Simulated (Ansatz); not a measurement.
**Ti under pressure: fit and missing row**

Ti, P6_3/mmc, a = 2.936 Å, c = 4.636 Å. Ansatz: r2SCAN, PAW, 500 eV, Γ-centred 18×18×10 mesh on 2 atoms, Gaussian smearing 0.10 eV; no spin polarisation. Cell and atoms are relaxed at each pressure, and no other structure is tried, so the rows at high pressure may lie past a change of phase.

| V (Å³/atom) | P (GPa) |
| --- | --- |
| ? | 59.99 |
| 14.357 | 30.02 |
| 15.555 | 15.00 |
| 16.272 | 8.00 |
| 16.883 | 3.00 |
| 17.303 | 0.00 |
| 17.774 | -3.00 |

Q: Take V0 = 17.303 Å³/atom, fit the third-order Birch–Murnaghan form to the other rows, and predict the missing volume.

A: With the Eulerian strain f = ½[(V0/V)^(2/3) − 1] and y = P/[3f(1 + 2f)^(5/2)], the form is the line y = B0 + 1.5 B0 (B0′ − 4) f. Rows (f, y): 0.06625, 110.7; 0.03679, 113.8; 0.02090, 115.2; 0.00826, 116.2; -0.00887, 117.9. Means f = 0.02467, y = 114.76; Σ(Δf)² = 0.003284, ΣΔfΔy = -0.3111; the slope is their ratio. y = 117.1 − 94.71 f GPa, so B0 = 117.1 GPa and B0′ = 4 + 2 × (-94.71)/(3 × 117.1) = 3.46. P = 59.99 GPa is met at f = 0.11295 (y = 106.40), so V = V0 (1 + 2f)^(−3/2) = 12.748 Å³/atom. The run gave 12.705 Å³/atom, so the fit is 0.043 Å³/atom too high, 0.85 % of the span of the series, against an rms of 0.002 Å³/atom on the fitted rows. The row lies outside the fitted range. The points of y bend away from a line: a fourth-order term fitted to them gives P = 60.49 GPa at this row's volume (the line 60.99, the run 59.99).

Hexagonal Ti softens relative to the third-order extrapolation: at the volume of the missing row, the run needs 59.99 GPa where the line gives 60.99 GPa. The fourth-order term removes about half of this excess, so part of the miss is curvature already present at lower compression, and the small rms on the fitted rows is no measure of the error outside them. B0′ = 3.46, below the value of 4 at which the third-order term vanishes, points the same way.

The probable reason is the transfer of electrons from s to d states, typical of early transition metals. Compression raises the broad sp states relative to the d band, and filling its bonding part offsets some of the repulsion. A changing axial ratio could also contribute, since the cell shape relaxes along with the volume. The pressure–volume data alone can't separate these effects, nor show whether the remaining discrepancy reflects a smooth higher-order term or a distinct change in the Fermi surface.
